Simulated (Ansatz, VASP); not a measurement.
# AlN in VASP and in Ansatz

File INCAR:

```
PREC = Accurate
ENCUT = 520
EDIFF = 1E-6
ISMEAR = 0
SIGMA = 0.05
LREAL = False
LASPH = True
NELM = 60
ALGO = Normal
ISIF = 2
LWAVE = False
LCHARG = False
NBANDS = 16
```

Contents of KPOINTS:

```
regular mesh
0
Gamma
  9 9 6
```

File POSCAR:

```
AlN
1.0
    3.1143789636      0.0000000000      0.0000000000
   -1.5571894818      2.6971312995      0.0000000000
    0.0000000000      0.0000000000      4.9848021043
Al N
2 2
Direct
    0.3397634096      0.6795268192      0.0015212672
    0.6602365904      0.3204731808      0.5015212672
    0.3275955689      0.6551911379      0.3834787328
    0.6724044311      0.3448088621      0.8834787328
```

Input for Ansatz:

```yaml
crystal:
  lattice:
    - [3.1143789636, 0.0, 0.0]
    - [-1.5571894818, 2.6971312995, 0.0]
    - [0.0, 0.0, 4.9848021043]
  atoms:
    - { symbol: Al, position: [0.3397634096, 0.6795268192, 0.0015212672] }
    - { symbol: Al, position: [0.6602365904, 0.3204731808, 0.5015212672] }
    - { symbol: "N", position: [0.3275955689, 0.6551911379, 0.3834787328] }
    - { symbol: "N", position: [0.6724044311, 0.3448088621, 0.8834787328] }
basis:
  ecutwfc: 520.0
kpoints:
  mp_grid: { grid: [9, 9, 6] }
hamiltonian:
  xc: lda
scf:
  occupations: { method: gaussian, width: 0.05 }
output:
  forces: true
  stress: true
  eigenvalues: true
```

Change from the starting cell: mode 5 frozen in at +0.034 Å, equal normal strain along x, y and z +0.0083.

Alike in both runs: task single point; functional LDA; k mesh 9 × 9 × 6; occupations gaussian, width 0.05 eV; no spin polarisation.

```csv
,VASP,Ansatz
version,VASP 6.6.1,Ansatz 0.2.0
potentials or method,"VASP PAW LDA potentials, release 64 (Al, N)","scalar-relativistic, plane waves, PAW"
plane-wave cutoff (eV),520,520
valence electrons in the cell,16,16
```

|  | VASP | Ansatz | Ansatz less VASP |
| --- | --- | --- | --- |
| gap on the k mesh at the Fermi level (eV) | 4.19 | 4.18 | -0.004 |
| least direct gap on the mesh (eV) | 4.19 | 4.18 | -0.004 |
| pressure (GPa) | -4.5 | -5.0 | -0.52 |
| largest component of the traceless stress (GPa) | 0.31 | 0.33 | +0.016 |
| rms of the force components (eV/Å) | 0.091 | 0.091 | +0.0001 |

Atom by atom the forces differ by 0.001 eV/Å (rms over components).

Caveats: an odd mesh through Γ misses points on the zone boundary, where band edges often lie.
